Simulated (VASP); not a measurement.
# CdSe (Cadmoselite) (P6_3mc) in VASP: further runs, part 2 of 2

VASP 6.6.1. The steps go on from the part before.

## (3) Single point, PBE (atoms moved at random, drawn with an rms of 0.05 Å)

Input file INCAR:

```
PREC = Accurate ; ENCUT = 520
EDIFF = 1E-7 ; ISMEAR = -1
SIGMA = 0.05 ; LREAL = F
LASPH = T ; NELM = 80
ALGO = Normal ; ISIF = 2
LWAVE = F ; LCHARG = F
GGA = PE ; NBANDS = 26
```

Input file KPOINTS:

```
Automatic mesh
0
Gamma
  7 7 4
```

Input file POSCAR:

```
CdSe
1.0
    4.3000000000      0.0000000000      0.0000000000
   -2.1500000000      3.7239092363      0.0000000000
    0.0000000000      0.0000000000      7.0200000000
Cd Se
2 2
Direct
    0.6672760000      0.3314140000      0.5001450000
    0.3390840000      0.6799250000      0.0004670000
    0.6741330000      0.3274550000      0.8799150000
    0.3272760000      0.6622990000      0.3841000000
```

Potentials or basis: VASP PAW PBE potentials, release 64 (Cd, Se).

Command:

```sh
$ cat potpaw_PBE.64/Cd/POTCAR potpaw_PBE.64/Se/POTCAR > POTCAR
$ mpirun -np 1 vasp_std > vasp.out
```

OUTCAR:

```text
PREC = Accurate
   ENCUT = 520
   EDIFF = 1E-7
   ISMEAR = -1
   LREAL = F
   LASPH = T
   NELM = 80
   ISIF = 2
   GGA = PE

 ion  position               nearest neighbor table
   1  0.667  0.331  0.500-   4 2.59   4 2.62   4 2.63   3 2.67
   2  0.339  0.680  0.000-   3 2.56   3 2.62   4 2.69   3 2.70
   3  0.674  0.327  0.880-   2 2.56   2 2.62   1 2.67   2 2.70
   4  0.327  0.662  0.384-   1 2.59   1 2.62   1 2.63   2 2.69

  LATTYP: Found a hexagonal cell.
 ALAT       =     4.3000000000
 C/A-ratio  =     1.6325581395

  Lattice vectors:

 A1 = (   4.3000000000,   0.0000000000,   0.0000000000)
 A2 = (  -2.1500000000,   3.7239092363,   0.0000000000)
 A3 = (   0.0000000000,   0.0000000000,   7.0200000000)

Analysis of symmetry for initial positions (statically):
=====================================================================
 Subroutine PRICEL returns:
 Original cell was already a primitive cell.

 Routine SETGRP: Setting up the symmetry group for a
 hexagonal supercell.

 Subroutine GETGRP returns: Found  1 space group operations
 (whereof  1 operations were pure point group operations)
 out of a pool of 24 trial point group operations.

The static configuration has the point symmetry C_1 .

Analysis of symmetry for dynamics (positions and initial velocities):
=====================================================================
 Subroutine PRICEL returns:
 Original cell was already a primitive cell.

 Routine SETGRP: Setting up the symmetry group for a
 hexagonal supercell.

 Subroutine GETGRP returns: Found  1 space group operations
 (whereof  1 operations were pure point group operations)
 out of a pool of 24 trial point group operations.

The dynamic configuration has the point symmetry C_1 .

 Subroutine INISYM returns: Found  1 space group operations
 (whereof  1 operations are pure point group operations),
 and found     1 'primitive' translations

----------------------------------------------------------------------------------------

                                     Primitive cell

  volume of cell :     112.4099

  direct lattice vectors                    reciprocal lattice vectors
     4.300000000  0.000000000  0.000000000     0.232558140  0.134267504  0.000000000
    -2.150000000  3.723909236  0.000000000     0.000000000  0.268535009  0.000000000
     0.000000000  0.000000000  7.020000000     0.000000000  0.000000000  0.142450142

  length of vectors
     4.300000000  4.300000000  7.020000000     0.268535009  0.268535009  0.142450142

  position of ions in fractional coordinates (direct lattice)
     0.667276000  0.331414000  0.500145000
     0.339084000  0.679925000  0.000467000
     0.674133000  0.327455000  0.879915000
     0.327276000  0.662299000  0.384100000

  ion indices of the primitive-cell ions
   primitive index   ion index
                 1           1
                 2           2
                 3           3
                 4           4

----------------------------------------------------------------------------------------

 KPOINTS: Automatic mesh

Automatic generation of k-mesh.
 Grid dimensions read from file:
 generate k-points for:    7    7    4

 Generating k-lattice:

  Cartesian coordinates                     Fractional coordinates (reciprocal lattice)
     0.033222591  0.019181072  0.000000000     0.142857143  0.000000000  0.000000000
     0.000000000  0.038362144  0.000000000     0.000000000  0.142857143  0.000000000
     0.000000000  0.000000000  0.035612536     0.000000000  0.000000000  0.250000000

  Length of vectors
     0.038362144  0.038362144  0.035612536

  Shift w.r.t. Gamma in fractional coordinates (k-lattice)
     0.000000000  0.000000000  0.000000000

 Subroutine IBZKPT returns following result:
 ===========================================

 Found     99 irreducible k-points:

 Following reciprocal coordinates:
            Coordinates               Weight
  0.000000  0.000000  0.000000      1.000000
  0.142857  0.000000  0.000000      2.000000
  0.000000  0.142857  0.000000      2.000000
 -0.142857  0.142857  0.000000      2.000000
  0.285714 -0.000000  0.000000      2.000000
  0.000000  0.285714  0.000000      2.000000
[... 42 lines left out ...]
  0.142857 -0.285714  0.250000      2.000000
  0.285714 -0.142857  0.250000      2.000000
 [... further k-points ...]
   k-points           NKPTS =     99   k-points in BZ     NKDIM =     99   number of bands    NBANDS=     26
   number of dos      NEDOS =    301   number of ions     NIONS =      4
   total plane-waves  NPLWV =  55296
   dimension x,y,z NGX =    32 NGY =   32 NGZ =   54
   dimension x,y,z NGXF=    64 NGYF=   64 NGZF=  108
   ions per type =               2   2
   NGX,Y,Z   is equivalent  to a cutoff of  12.37, 12.37, 12.79 a.u.
   NGXF,Y,Z  is equivalent  to a cutoff of  24.74, 24.74, 25.58 a.u.
 SYSTEM =  unknown system
   PREC   = accura    normal or accurate (medium, high low for compatibility)
   ISTART =      0    job   : 0-new  1-cont  2-samecut
   ICHARG =      2    charge: 1-file 2-atom 10-const
   ISPIN  =      1    spin polarized calculation?
   LNONCOLLINEAR =      F non collinear calculations
   LSORBIT =      F    spin-orbit coupling
   LASPH  =      T    aspherical Exc in radial PAW
   ENCUT  =  520.0 eV  38.22 Ry    6.18 a.u.   8.00  8.00 13.05*2*pi/ulx,y,z
   NELM   =     80;   NELMIN=  2; NELMDL= -5     # of ELM steps
   EDIFF  = 0.1E-06   stopping-criterion for ELM
   LREAL  =      F    real-space projection
   EDIFFG = 0.1E-05   stopping-criterion for IOM
   NSW    =      0    number of steps for IOM
   IBRION =     -1    ionic relax: 0-MD 1-quasi-New 2-CG
   NFREE  =      0    steps in history (QN), initial steepest desc. (CG)
   ISIF   =      2    stress and relaxation
   ISYM   =      2    0-nonsym 1-usesym 2-fastsym
   POTIM  = 0.5000    time-step for ionic-motion
   TEBEG  =    0.0;   TEEND  =   0.0 temperature during run
   PSTRESS=    0.0 pullay stress
   NELECT =      36.0000    total number of electrons
   NUPDOWN=      -1.0000    fix difference up-down
   EMIN   =  10.00;   EMAX   =-10.00  energy-range for DOS
   EFERMI =   0.00;   METHOD = LEGACY
   ISMEAR =    -1;   SIGMA  =   0.05  broadening in eV -4-tet -1-fermi 0-gaus
   EFERMI_NEDOS =   21; number of points for ismear=-14 and -15
   IALGO  =     38    algorithm
   IMIX   =      4    mixing-type and parameters
     AMIX     =   0.40;   BMIX     =  1.00
     AMIX_MAG =   1.60;   BMIX_MAG =  1.00
  volume/ion in A,a.u.               =      28.10       189.64
  Fermi-wavevector in a.u.,A,eV,Ry     =   1.120059  2.116604 17.068937  1.254531
  Thomas-Fermi vector in A             =   2.256702
   LORBIT       =      0    0 simple, 1 ext, 2 COOP (PROOUT), +10 PAW based schemes
   GGA     = PE    functional components
   LHFCALC =     F    Hartree Fock is set to
   AEXX    =    0.0000 exact exchange contribution
   IVDW    =     0    specifies the selected vdW correction
   LEPSILON=     F    determine dielectric tensor
   LRPA    =     F    only Hartree local field effects (RPA)
 non-spin polarized calculation
  energy-cutoff  :      520.00
  volume of cell :      112.41
 maximum number of plane-waves:      3042
   NGX = 15   NGY = 15   NGZ = 27

 number of electron      36.0000001 magnetization

 Free energy of the ion-electron system (eV)
  ---------------------------------------------------
  ext. energy  EPLUGINS =         0.00000000
  ---------------------------------------------------
  free energy    TOTEN  =       -10.89103742 eV

  energy without entropy =      -10.89102100  energy(sigma->0) =      -10.89102921

 E-fermi :   1.3227     XC(G=0):  -8.8824

 val. band max:        0.9627816117   @ k =   0.0000   0.0000   0.0000
 cond. band min:       1.6347218662   @ k =   0.0000   0.0000   0.0000
 fundamental gap:      0.6719402545
 Fermi energy:         1.3226837931

 k-point     1 :       0.0000    0.0000    0.0000
  band No.  band energies     occupation
      1     -11.6601      2.00000
      2     -11.2896      2.00000
      3      -7.0171      2.00000
      4      -6.9819      2.00000
      5      -6.9592      2.00000
      6      -6.9452      2.00000
[... 18 lines left out ...]
     25       8.0801      0.00000
     26       8.6693      0.00000
[... 1108 lines left out ...]
      4      -6.8612      2.00000
      5      -6.7956      2.00000
      6      -6.7658      2.00000
[... 18 lines left out ...]
     25       8.9913      0.00000
     26      10.1776      0.00000

 [... further k-points ...]

------------------------ aborting loop because EDIFF is reached ----------------------------------------

  FORCE on cell =-STRESS in cart. coord.  units (eV):
  Direction    XX          YY          ZZ          XY          YZ          ZX
  --------------------------------------------------------------------------------------
  -------------------------------------------------------------------------------------
  Total        2.3129994      3.1386177      1.6783258      0.5075992     -0.3668362      0.0582951
  in kB       32.9671531     44.7346806     23.9211586      7.2348047     -5.2285126      0.8308795
  external PRESSURE =      33.8743308 kB  Pullay stress =       0.0000000 kB

 VOLUME and BASIS-vectors are now :
 -----------------------------------------------------------------------------
  energy-cutoff  :      520.00
  volume of cell :      112.41
      direct lattice vectors                 reciprocal lattice vectors
     4.300000000  0.000000000  0.000000000     0.232558140  0.134267504  0.000000000
    -2.150000000  3.723909236  0.000000000     0.000000000  0.268535009  0.000000000
     0.000000000  0.000000000  7.020000000     0.000000000  0.000000000  0.142450142

 POSITION                                       TOTAL-FORCE (eV/Angst)
 -----------------------------------------------------------------------------------
      2.15675      1.23416      3.51102        -0.137112     -0.064764      0.176662
     -0.00378      2.53198      0.00328         0.210274     -0.415859      0.259028
      2.19474      1.21941      6.17700        -0.237931      0.420251     -0.107392
     -0.01666      2.46634      2.69638         0.164769      0.060372     -0.328297
 -----------------------------------------------------------------------------------
    total drift:                                0.000052      0.000100     -0.000126

  FREE ENERGIE OF THE ION-ELECTRON SYSTEM (eV)
  ---------------------------------------------------
  free  energy   TOTEN  =       -10.8910374185 eV

  energy  without entropy=      -10.8910209993  energy(sigma->0) =      -10.89102921
```

OSZICAR:

```text
N       E                     dE             d eps       ncg     rms          rms(c)
DAV:   1     0.241398042130E+03    0.24140E+03   -0.17127E+04  5148   0.125E+03
DAV:   2     0.116445016707E+01   -0.24023E+03   -0.23250E+03  5558   0.309E+02
DAV:   3    -0.115404490277E+02   -0.12705E+02   -0.12633E+02  6226   0.711E+01
DAV:   4    -0.116451281135E+02   -0.10468E+00   -0.10459E+00  5708   0.612E+00
DAV:   5    -0.116457598218E+02   -0.63171E-03   -0.63168E-03  5974   0.461E-01    0.890E+00
DAV:   6    -0.109258090777E+02    0.71995E+00   -0.12373E+00  6184   0.110E+01    0.698E+00
DAV:   7    -0.108925197014E+02    0.33289E-01   -0.54165E-01  5434   0.375E+00    0.258E+00
DAV:   8    -0.108906940029E+02    0.18257E-02   -0.57146E-02  5340   0.240E+00    0.397E-01
DAV:   9    -0.108908010022E+02   -0.10700E-03   -0.74098E-03  5718   0.989E-01    0.112E-01
DAV:  10    -0.108909421479E+02   -0.14115E-03   -0.80178E-04  5372   0.308E-01    0.707E-02
DAV:  11    -0.108910384732E+02   -0.96325E-04   -0.20407E-04  5324   0.827E-02    0.262E-02
DAV:  12    -0.108910356517E+02    0.28215E-05   -0.40228E-05  6142   0.686E-02    0.943E-03
DAV:  13    -0.108910370524E+02   -0.14007E-05   -0.10906E-05  5272   0.312E-02    0.381E-03
DAV:  14    -0.108910372667E+02   -0.21428E-06   -0.61377E-07  5312   0.389E-03    0.219E-03
DAV:  15    -0.108910373828E+02   -0.11616E-06   -0.20311E-07  4042   0.459E-03    0.570E-04
DAV:  16    -0.108910374185E+02   -0.35691E-07   -0.23800E-08  3552   0.101E-03
   1 F= -.10891037E+02 E0= -.10891029E+02  d E =-.164192E-04
```

It took 3.3 min on 1 thread of Intel Xeon Platinum 8488C (Sapphire Rapids), shared host; peak memory 0.4 GiB.

What came out:

```yaml
Free_energy: -10.8910 eV
Pressure: 3.4 GPa
Largest_force: 0.533 eV/Å
Band_gap_on_the_k_mesh: 0.67 eV, direct
```

Forces on the atoms (eV/Å):
```
Cd  -0.137 -0.065  0.177
Cd   0.210 -0.416  0.259
Se  -0.238  0.420 -0.107
Se   0.165  0.060 -0.328
```

Stress tensor (GPa, compression positive):
```
 3.30  0.72  0.08
 0.72  4.47 -0.52
 0.08 -0.52  2.39
```

Levels at points of the mesh, in eV from the valence-band top:
| k point | band 15 | band 16 | band 17 | band 18 | band 19 | band 20 | band 21 | band 22 |
| --- | --- | --- | --- | --- | --- | --- | --- | --- |
| (0.00, 0.00, 0.00) | -0.69 | -0.05 | -0.03 | 0.00 | 0.67 | 2.14 | 5.81 | 5.90 |
| (0.00, 0.00, 0.50) | -0.48 | -0.44 | -0.39 | -0.31 | 2.31 | 2.36 | 5.73 | 5.90 |

## (4) Single point, PBEsol

Input file INCAR:

```
PREC = Accurate
ENCUT = 520
EDIFF = 1E-7
ISMEAR = -1
SIGMA = 0.05
LREAL = False
LASPH = True
NELM = 80
ALGO = Normal
ISIF = 2
LWAVE = False
LCHARG = True
GGA = PS
LELF = True
LVHAR = True
NBANDS = 26
```

Input file KPOINTS:

```
regular mesh
0
Gamma
  7 7 4
```

Input file POSCAR:

```
CdSe
1.0
    4.3000000000      0.0000000000      0.0000000000
   -2.1500000000      3.7239092363      0.0000000000
    0.0000000000      0.0000000000      7.0200000000
Cd Se
2 2
Direct
    0.6666666667      0.3333333333      0.5000000000
    0.3333333333      0.6666666667      0.0000000000
    0.6666666667      0.3333333333      0.8850000000
    0.3333333333      0.6666666667      0.3850000000
```

Command:

```sh
$ cat potpaw_PBE.64/Cd/POTCAR potpaw_PBE.64/Se/POTCAR > POTCAR
$ mpirun -np 1 vasp_std > vasp.out
```

Wall time 60 s (1 thread of Intel Xeon Platinum 8488C (Sapphire Rapids), shared host); peak memory 0.25 GiB.

It converged, with:

| Item | Value |
| --- | --- |
| Free energy | -12.3306 eV |
| Pressure | 0.5 GPa |
| Largest force | 0.275 eV/Å |
| Band gap on the k mesh | 0.58 eV, direct |

Forces on the atoms (eV/Å):
```
Cd   0.000  0.000  0.275
Cd   0.000  0.000  0.275
Se   0.000  0.000 -0.275
Se   0.000  0.000 -0.275
```

Stress tensor (GPa, compression positive):
```
 1.13  0.00  0.00
 0.00  1.13  0.00
 0.00  0.00 -0.77
```

Levels at points of the mesh, in eV from the valence-band top:
```
           k point  band 15  band 16  band 17  band 18  band 19  band 20  band 21  band 22
(0.00, 0.00, 0.00)    -0.73    -0.01     0.00     0.00     0.58     2.01     5.79     5.79
(0.00, 0.00, 0.50)    -0.38    -0.38    -0.38    -0.38     2.24     2.24     5.72     5.72
```

Caveat: the PAW data sets were made with another functional, which shifts forces and pressure a little.

## (5) Overview

```tsv
level	cell	ladder	gap on the mesh (eV)	pressure (GPa)	largest force (eV/Å)
PBE	as given	-	0.70	3.3	0.29
PBE	atoms moved at random, drawn with an rms of 0.05 Å	-	0.67	3.4	0.53
PBEsol	as given	free	0.58	0.5	0.27
```

Alike in all rows: task single point; potentials or basis VASP PAW PBE potentials, release 64 (Cd, Se); no spin polarisation; k mesh 7 × 7 × 4; cutoff (eV) 520; smearing fermi-dirac 0.05 eV.

Caveats: the PAW data sets were made with another functional, which shifts forces and pressure a little (some runs).

Total energies depend on the potentials used, so only differences within one code and one set of settings carry meaning.

## (6) How close it comes

Step 2. Measured gap of CdSe: 1.841 eV (2 K; a printed reference work, data compilation). This calculation gives 0.70 eV (-1.14 eV). So large a miss can be the level of theory's own, or it may mean another phase, state or a wrong row. Spin-orbit coupling on Cd, Se is left out. The value is that of PBE, without temperature or zero-point motion. Semilocal functionals fall short of measured gaps as a rule.

Step 4. Against the measured gap of CdSe, 1.841 eV (2 K; a printed reference work, data compilation), the calculated 0.58 eV is off by -1.26 eV. So large a miss can be the level of theory's own, or it may mean another phase, state or a wrong row. Spin-orbit coupling on Cd, Se is left out. The value is that of PBEsol, without temperature or zero-point motion. Semilocal functionals fall short of measured gaps as a rule.
